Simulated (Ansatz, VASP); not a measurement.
This is a calculation of W for VASP 6.6.1.

File INCAR:

```
PREC = Accurate
ENCUT = 520
EDIFF = 1E-7
ISMEAR = -1
SIGMA = 0.05
LREAL = F
LASPH = T
NELM = 100
ALGO = Normal
ISIF = 2
LWAVE = F
LCHARG = F
GGA = CA
NBANDS = 13
```

Contents of KPOINTS:

```
Automatic mesh
0
Gamma
  11 11 11
```

Contents of POSCAR:

```
W
1.0
    0.0000000000      2.0025642044      2.0025642044
    2.0025642044      0.0000000000      2.0025642044
    2.0025642044      2.0025642044      0.0000000000
W
1
Direct
    0.0000000000      0.0000000000      0.0000000000
```

Potentials or basis: VASP PAW LDA potentials, release 64 (W_sv).

Launch:

```console
$ cat potpaw_LDA.64/W_sv/POTCAR > POTCAR
$ mpirun -np 1 vasp_std > vasp.out
```

Question: Set up the same calculation for Ansatz 0.2.0. Potentials there: Ansatz PAW.

Answer: As run (the cutoff follows the program's own potentials):

input.yaml

```yaml
crystal:
  lattice:
    - [0.0, 2.0025642044, 2.0025642044]
    - [2.0025642044, 0.0, 2.0025642044]
    - [2.0025642044, 2.0025642044, 0.0]
  atoms:
    - { symbol: W, position: [0.0, 0.0, 0.0] }
hamiltonian:
  xc: lda
  pseudopotentials: { kind: paw }
kpoints:
  mp_grid: { grid: [11, 11, 11] }
scf:
  occupations: { method: fermi_dirac, width: 0.05 }
output:
  forces: true
  stress: true
  eigenvalues: true
```

Potentials or basis: Ansatz PAW.

Launch:

```sh
$ ansatz run input.yaml --threads 2 --pin off --max-ram 5632MiB --backend cpu --events-out ev --progress --plain --runs-dir out
```

Both were run:

|  | VASP | Ansatz | Ansatz less VASP |
| --- | --- | --- | --- |
| gap on the k mesh at the Fermi level (eV) | none | none | - |
| pressure (GPa) | -4.9 | -6.6 | -1.69 |

A gap of «none» marks a metal or a gap that the smearing closes.

Caveats: the PAW data sets come from PBE, with cores solved anew for the run's functional, which leaves a small shift of forces and pressure (Ansatz). The runs have no spin-orbit coupling, so splittings on W are missing.
